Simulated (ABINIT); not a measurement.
Ti:

```xyz
1
Lattice="-1.6410 1.6410 1.6410 1.6410 -1.6410 1.6410 1.6410 1.6410 -1.6410" Properties=species:S:1:pos:R:3 pbc="T T T"
Ti    0.0000    0.0000    0.0000
```

This isn't the form of Ti at room conditions, which is hcp.

Base run:

* Program: ABINIT 10.8.3 (patched build)
* Functional: PBEsol
* Potentials or basis: PseudoDojo NC SR PBEsol v0.4.1 standard
* Cutoff: 1143 eV
* k mesh: 11 × 11 × 11
* Occupations: fermi-dirac, width 0.05 eV
* Spin: no spin polarisation

Its results: band gap on the k mesh none (metal or under the smearing width); pressure -6.7 GPa.

The run is repeated on the same cell with these changes: functional from PBEsol to LDA; potentials or basis from PseudoDojo NC SR PBEsol v0.4.1 standard to PseudoDojo NC SR LDA v0.4.1 standard. What comes out?

Band gap on the k mesh none (metal or under the smearing width); pressure -10.9 GPa.

Not every run made on this cell is shown here.
